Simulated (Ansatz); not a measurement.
This log comes from Ansatz, run on ZnSe (F-43m) from a database of computed structures. The input holds the cell as the database lists it.

The cell given to it:
```
Zn Se
1.0
     0.00000    2.83244    2.83244
     2.83244    0.00000    2.83244
     2.83244    2.83244    0.00000
Zn Se
1 1
Direct
  0.00000 0.00000 0.00000
  0.75000 0.75000 0.75000
```

Abridged output:
```
Pseudopotential: Zn, paw, valence charge 12, recommended cutoff 420 eV
Pseudopotential: Se, paw, valence charge 16, recommended cutoff 420 eV
Crystal: 2 atoms, lattice volume = 45.448 Å³
Basis set: ecut = 420 eV, 893 PW (Γ)
Bands: 18, of which v1, the nominal top of the filled ones, is band 14 counted from 1 (13 counted from 0)
Symmetry: 24 space group operations
Space group: F-43m (ITA 216)
k-points: 16 of 216 (time reversal used)
preconditioner: auto → none  [insulator: Δε(μ)=1.143 eV  σ=0.030 eV  ℏωp=23.4 eV]
SCF 1 converged in 6 iterations: F = -8706.446311 eV  dr2 = 2.34e-8
relax step 1: F+E_penalty+E_count = -8706.44631147 eV  P = -1.023 GPa  Ω = 45.448 Å³
SCF 2 converged in 5 iterations: F = -8706.448719 eV  dr2 = 8.78e-9
relax step 2: F+E_penalty+E_count = -8706.44871866 eV  P = -0.260 GPa  Ω = 44.894 Å³
SCF 3 converged in 4 iterations: F = -8706.448924 eV  dr2 = 2.64e-8
relax step 3: F+E_penalty+E_count = -8706.44892386 eV  P = +0.008 GPa  Ω = 44.709 Å³
SCF 4 converged in 6 iterations: F = -8706.448679 eV  dr2 = 5.26e-13
relax step 4: F+E_penalty+E_count = -8706.44867918 eV  P = +0.007 GPa  Ω = 44.709 Å³  (SCF on a basis re-selected at this cell)
Free energy (F): -8706.448679 eV
Fermi energy:    7.531852 eV
--- Per-component energies (eV) ---
  E_band       = -380.534672
  E_kinetic    = 250.446055
  E_local      = -4367.924495
  E_nonlocal   = 22.610358
  E_hartree    = 2021.706665
  E_xc         = -239.167720
  E_vxc        = -150.832374
  E_paw        = -3658.755685
  E_vpaw       = -178.246632
  E_ewald      = -2737.168735
  E_core_change = 1.805805
--- Stress (GPa, compression-positive) ---
        0.007449       0.000000       0.000000
        0.000000       0.007449       0.000000
        0.000000       0.000000       0.007449
  P = ⅓ Tr σ = 0.0074 GPa (0.074 kbar)
--- Relaxed structure (3 steps of the walk, 3 accepted, 1 SCFs on fresh bases) ---
  F+E_penalty+E_count = -8706.44867918 eV
  cell:  # Å, volume = 44.7086 Å³
    - [0.000000, 2.817001, 2.817001]
    - [2.817001, 0.000000, 2.817001]
    - [2.817001, 2.817001, 0.000000]
  atoms:
    - { symbol: Zn, position: [0.000000, 0.000000, 0.000000] }
    - { symbol: Se, position: [0.750000, 0.750000, 0.750000] }
```

Q: Reconstruct the input.

A:
```yaml
crystal:
  # lattice and atoms as above
kpoints:
  mp_grid: { grid: [6, 6, 6] }
hamiltonian:
  xc: pbesol
scf:
  occupations: { method: fermi_dirac, width: 0.03 }
relax:
  f_tol: 0.01
  cell: {}
  max_steps: 120
```
The relax steps with a changing cell volume need the relax block with cell. The lines shown narrow the functional down without fixing it; this is the one that was run. Keys that only write grids to files are left aside. This is the file that was run, less any keys that only write grids; thresholds and some counts can't be read off the log exactly.

Command: `ansatz run input.yaml --threads 2 --pin off --max-ram 2211MiB --backend cpu --events-out ev --progress --plain --runs-dir out`. Wall time 2.6 s on 2 threads of Intel(R) Xeon(R) 6975P-C (Granite Rapids), on a shared host, load about 0.3 per core; peak host memory 0.39 GiB.

Calculated for a static, non-magnetic cell.
